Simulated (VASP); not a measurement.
Set up this calculation in VASP 6.6.1, as the native input.

```
Task                   : work function
Functional             : PBE
Potentials or basis    : VASP PAW PBE potentials, release 64 (Pb_d, S)
Cutoff                 : 520 eV
k mesh                 : 6 × 6 × 1
Occupations            : gaussian, width 0.05 eV
Spin                   : no spin polarisation
Dipole correction      : yes
Further INCAR settings : ALGO = Normal; EDIFF = 1e-07
```

The structure of PbS lies in POSCAR:

```
PbS
1.0
    4.1931432124      0.0000000000      0.0000000000
    0.0000000000      4.1931432124      0.0000000000
    0.0000000000      0.0000000000     23.8950000000
Pb S
4 4
Direct
    0.5000000000      0.5000000000      0.3138731952
    0.0000000000      0.0000000000      0.4379577317
    0.5000000000      0.5000000000      0.5620422683
    0.0000000000      0.0000000000      0.6861268048
    0.0000000000      0.0000000000      0.3138731952
    0.5000000000      0.5000000000      0.4379577317
    0.0000000000      0.0000000000      0.5620422683
    0.5000000000      0.5000000000      0.6861268048
```

The cell isn't the ideal one: the (1 0 0) slab of PbS, cut from the database cell, not relaxed.

The input as run:

INCAR

```
PREC = Accurate
ENCUT = 520
EDIFF = 1E-7
ISMEAR = 0
SIGMA = 0.05
LREAL = F
LASPH = T
NELM = 80
ALGO = Normal
ISIF = 2
LWAVE = F
LCHARG = T
LDIPOL = T
IDIPOL = 3
DIPOL = 0.5 0.5 0.500
GGA = PE
LELF = T
LVHAR = T
LVACPOTAV = T
```

KPOINTS

```
Automatic mesh
0
Gamma
  6 6 1
```

Potentials or basis: VASP PAW PBE potentials, release 64 (Pb_d, S).

Launch:

```sh
$ cat potpaw_PBE.64/Pb_d/POTCAR potpaw_PBE.64/S/POTCAR > POTCAR
$ mpirun -np 1 vasp_std > vasp.out
```

It gave:

| Property | Result |
| --- | --- |
| Largest force | 0.469 eV/Å |
| Band gap on the k mesh | 1.07 eV, direct |
| Ionisation potential of the upper face | 4.35 eV |

Caveat: spin-orbit coupling is left out, which as a rule narrows the gap of such compounds by several tenths of an eV.

Wall time 5 min on 1 thread of Intel(R) Xeon(R) 6975P-C (Granite Rapids), with other jobs on the host, peak memory 0.49 GiB.
